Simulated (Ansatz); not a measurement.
**WSe2: enthalpy under pressure, worked through**

Level of theory: DFT PBEsol, scalar-relativistic, plane waves, PAW (Ansatz 0.2.0). Settings: 420 eV cutoff, 12×12×2 k-mesh, Gaussian smearing of 0.02 eV, no spin polarisation.

The relaxed crystal:

```xyz
6
Lattice="3.2711 0.0000 0.0000 -1.6355 2.8329 0.0000 0.0000 0.0000 13.2237" Properties=species:S:1:pos:R:3 pbc="T T T"
W     1.6355    0.9443    9.9178
W     0.0000    1.8886    3.3059
Se    0.0000    1.8886   11.5920
Se    1.6355    0.9443    4.9801
Se    0.0000    1.8886    8.2435
Se    1.6355    0.9443    1.6317
```

Cell and atoms were relaxed at each target pressure within the start's symmetry (P6_3/mmc), at zero temperature; other phases can be more stable under pressure. H = E + PV with P the target; E is the free energy at the smearing used, whose derivative the pressure is, per atom and counted from zero pressure. The mesh named is that at zero pressure; some other pressures ran on another.

Spin-orbit coupling is left out, which matters for the bands and energies of heavy elements.

| P (GPa) | V (Å³/atom) | E − E0 (meV) | H − H0 (meV) |
| --- | --- | --- | --- |
| 0 | 20.423 | 0.0 | 0.0 |
| 2 | 19.378 | 5.6 | 247.5 |
| 5 | 18.538 | 23.4 | 601.9 |
| 10 | 17.630 | 64.7 | 1165.1 |
| 20 | 16.439 | 173.4 | 2225.5 |
| 40 | 14.942 | 446.4 | 4176.9 |

Task: Thermodynamics gives dH/dP = V along a relaxed path. Integrate V over P by the trapezoid rule and compare with the computed enthalpies.

Result: With 1 eV/Å³ = 160.22 GPa, each step adds the mean volume times ΔP / 160.22:
| P (GPa) | ∫V dP (meV) | H − H0 (meV) | difference (meV) |
| --- | --- | --- | --- |
| 2 | 248.4 | 247.5 | 0.9 |
| 5 | 603.4 | 601.9 | 1.5 |
| 10 | 1167.8 | 1165.1 | 2.7 |
| 20 | 2231.0 | 2225.5 | 5.5 |
| 40 | 4189.6 | 4176.9 | 12.8 |

V(P) curves upward, so the trapezoid rule runs high; integrating a smooth curve through the same points (P as a polynomial of degree 4 in ln V) puts that excess at about 12.7 meV at 40 GPa, against the 12.8 meV found.

Task: At 40 GPa, how much of the enthalpy change is stored energy and how much is the PV term?

Result: E rises by 446 meV/atom and PV is 40 × 14.942 / 160.22 = 3731 meV/atom, so PV makes 89 % of ΔH. So between rival structures at high pressure a small difference in volume can outweigh the difference in energy: 1 % of this volume is worth 37.3 meV/atom at this pressure.

Task: What bulk modulus do the lowest pressures give, and how is the compression shared among the axes?

Result: From the pressures that the runs reached, 0.00 GPa (20.423 Å³) and 2.00 GPa (19.378 Å³), B = −ΔP/Δln V = 2.00 / 0.0525 = 38 GPa, a mean over that range. The linear compressibilities −Δln(length)/ΔP are 3.16 along a, 3.16 along b, 19.97 along c (in TPa⁻¹). With fixed angles they add up to 1/B: 26.30 against 26.30. Softest: c, at 76 % of the volume change per axis.

Task: The gap is 1.020 eV at 0.00 GPa and 0.809 eV at 2.00 GPa. What pressure coefficient and volume deformation potential follow?

Result: dE_g/dP = -105.5 meV/GPa, and a_V = dE_g/d ln V = −B dE_g/dP = 4.01 eV. A gap that closes or barely moves under pressure is usual where the conduction edge lies away from the zone centre, has d character, or where the bands broaden faster than they shift. If the edges move to other points of the zone within the range, this is a mean of two slopes. Gaps are Kohn–Sham gaps over the whole zone.